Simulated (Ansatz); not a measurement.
**In: a sweep of one setting**

```
In
1.0
    -1.69471    1.69471    2.29737
     1.69471   -1.69471    2.29737
     1.69471    1.69471   -2.29737
In
1
Direct
  0.00000 0.00000 0.00000
```

The cell is the one relaxed in the Materials Project (mp-85), not relaxed further here; entries there can be hypothetical.

No spin–orbit coupling, which matters for the heavy atoms here.

Theory: DFT, PBE, PAW with Ansatz's default frozen-core files, scalar-relativistic in Ansatz 0.2.0.

Sampling and basis: a Γ-centred 17×17×17 k mesh, Fermi–Dirac smearing of 0.03 eV, cutoff 420 eV, no spin polarisation. One setting is then changed at a time.

P includes the program's estimate of the Pulay (finite-basis) term, listed apart; without it the pressure would be far more sensitive to the cutoff.

| PAW cutoff (eV) | free energy less the base's (meV/atom) | P (GPa) | Pulay term in P (GPa) | Vzz In (10²¹ V/m²) |
| --- | --- | --- | --- | --- |
| 420 (base) | 0.0 | 1.58 | 0.04 | -0.62 |
| 250 | 914 | 0.86 | 42.66 | -0.61 |
| 300 | 67.7 | 1.74 | 5.03 | -0.62 |
| 500 | -1.2 | 1.58 | 0.01 | -0.62 |
| 600 | -1.3 | 1.58 | 0.00 | -0.62 |
| 800 | -1.4 | 1.58 | 0.00 | -0.62 |
